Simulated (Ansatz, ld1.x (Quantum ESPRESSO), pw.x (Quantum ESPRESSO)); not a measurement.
Nb: does the TM potential hold in the solid?

| Item | Value |
| --- | --- |
| Element | niobium |
| Generator | ld1.x (Quantum ESPRESSO) 7.5 |
| Type | norm-conserving Troullier–Martins (Kleinman–Bylander form) |
| Functional | PBE |
| Relativity | scalar-relativistic |
| Frozen core | [Kr] |
| Valence charge | 5 |
| Reference configuration | 4d4 5s1 5p0 |
| Partial waves | 5s (bound): rc 3.10 bohr; 5p (bound, empty): rc 4.20 bohr; 4d (bound): rc 2.10 bohr |
| Local potential | all-electron potential smoothed inside 3.80 bohr (lloc = -1) |
| Core correction | none |

Atomic tests: cutoffs needed: 35 Ry and 40 Ry (the cutoffs (Ry, on a coarse ladder) from which the occupation-weighted sum of valence levels, in a spherical-Bessel basis at the reference potential, stays within 10 and 1 mRy of its value at 400 Ry); ghost test: no extra level below or beside the all-electron valence levels (s, p, d, f tested) (spherical-Bessel basis up to 400 Ry, 20 bohr box); largest excitation error: -51 meV (all-electron minus pseudo) for 4d3 5s1 5p1, out of 7 test configurations.

Crystal test: fcc Nb in pw.x 7.5, no spin, 13³ k-points, Fermi–Dirac smearing 0.01 Ry, cutoffs 50/200 Ry. The reference is all-electron LAPW (Ansatz 0.2.0) with the same functional, mesh and smearing; V0 and B0 come from Birch–Murnaghan fits to the pressures at five volumes. Errors are pseudo minus all-electron; Δ is the rms difference of the E(V) curves that follow from these fits, minima aligned, over ±6 % about the mean V0. Mesh and smearing are coarse, so the numbers serve the comparison and aren't converged zero-temperature values; the lattice is a test structure that the element need not adopt.

All-electron: a0 = 4.221 Å (V0 = 18.81 Å³/atom), B0 = 163.2 GPa.

**Question.** How far does the potential miss the all-electron equation of state?

**Answer.** mean pressure error (GPa): +10.77. The pressure does not cross zero within the volumes sampled, so no fit is given. The largest radius (4.20 bohr) exceeds half the bond length (2.82 bohr), so the spheres overlap, which is one possible source of error among others. This is a poor potential for the solid.

| V (Å³/atom) | P all-electron (GPa) | P pseudo (GPa) |
| --- | --- | --- |
| 17.835 | 9.53 | 21.98 |
| 18.305 | 4.63 | 16.17 |
| 18.774 | 0.27 | 10.97 |
| 19.243 | -3.60 | 6.33 |
| 19.713 | -7.05 | 2.19 |

**Question.** At the middle volume, how do free energy and pressure move when the wave cutoff is lowered (ecutrho kept at four times it)?

**Answer.**

```tsv
cutoff (Ry)	shift of F (meV/atom)	shift of P (GPa)
22	+1373.3	-38.08
30	+155.8	-7.97
40	+2.0	-0.23
```

Input at the middle volume:

```
&control
  calculation='scf', prefix='x', pseudo_dir='./', outdir='./tmp', tstress=.true., disk_io='none'
/
&system
  ibrav=0, nat=1, ntyp=1, ecutwfc=50, ecutrho=200, nbnd=9,
  occupations='smearing', smearing='fd', degauss=0.01
/
&electrons
  conv_thr=1e-09, mixing_beta=0.4, electron_maxstep=70
/
ATOMIC_SPECIES
Nb 1.0 Nb.UPF
CELL_PARAMETERS angstrom
  0.00000000 2.10948094 2.10948094
  2.10948094 0.00000000 2.10948094
  2.10948094 2.10948094 0.00000000
ATOMIC_POSITIONS crystal
Nb 0.0000 0.0000 0.0000
K_POINTS automatic
13 13 13 0 0 0
```

```bash
pw.x < Nb.scf.in > Nb.scf.out
```

Lines of the output:

```
Message from routine setup:
     using ibrav=0 with symmetry is DISCOURAGED, use correct ibrav instead
     lattice parameter (alat)  =       5.6375  a.u.
     unit-cell volume          =     126.6932 (a.u.)^3
     number of electrons       =         5.00
     number of Kohn-Sham states=            9
     kinetic-energy cutoff     =      50.0000  Ry
     charge density cutoff     =     200.0000  Ry
     scf convergence threshold =      1.0E-09
     Exchange-correlation= PBE
     number of k points=    84  Fermi-Dirac smearing, width (Ry)=  0.0100
     iteration #  1     ecut=    50.00 Ry     beta= 0.40
     total energy              =     -10.29779115 Ry
     estimated scf accuracy    <       0.08362146 Ry
     iteration #  2     ecut=    50.00 Ry     beta= 0.40
     total energy              =     -10.29398317 Ry
     estimated scf accuracy    <       0.01570397 Ry
     iteration #  3     ecut=    50.00 Ry     beta= 0.40
     total energy              =     -10.29606912 Ry
     estimated scf accuracy    <       0.00010055 Ry
     iteration #  4     ecut=    50.00 Ry     beta= 0.40
     total energy              =     -10.29609612 Ry
     estimated scf accuracy    <       0.00002554 Ry
     iteration #  5     ecut=    50.00 Ry     beta= 0.40
     total energy              =     -10.29610081 Ry
     estimated scf accuracy    <       0.00000236 Ry
     iteration #  6     ecut=    50.00 Ry     beta= 0.40
     total energy              =     -10.29610141 Ry
     estimated scf accuracy    <       0.00000008 Ry
     iteration #  7     ecut=    50.00 Ry     beta= 0.40
     total energy              =     -10.29610144 Ry
     estimated scf accuracy    <          1.3E-09 Ry
     iteration #  8     ecut=    50.00 Ry     beta= 0.40
     the Fermi energy is    11.0044 ev
!    total energy              =     -10.29610144 Ry
     estimated scf accuracy    <          1.9E-11 Ry
     smearing contrib. (-TS)   =      -0.00693042 Ry
     The total energy is F=E-TS. E is the sum of the following terms:
     one-electron contribution =       7.00854422 Ry
     hartree contribution      =       0.15580042 Ry
     xc contribution           =      -3.07672937 Ry
     ewald contribution        =     -14.37678630 Ry
     convergence has been achieved in   8 iterations
          total   stress  (Ry/bohr**3)                   (kbar)     P=      109.71
     Message from routine punch:
     Nothing written, as per user request (disk_io='none')
```

The run at the middle volume (84 k-points, 8 iterations) took about 5.1 s on one core of a shared host (Neoverse-V1, 32 threads, 247 GiB, load 15).
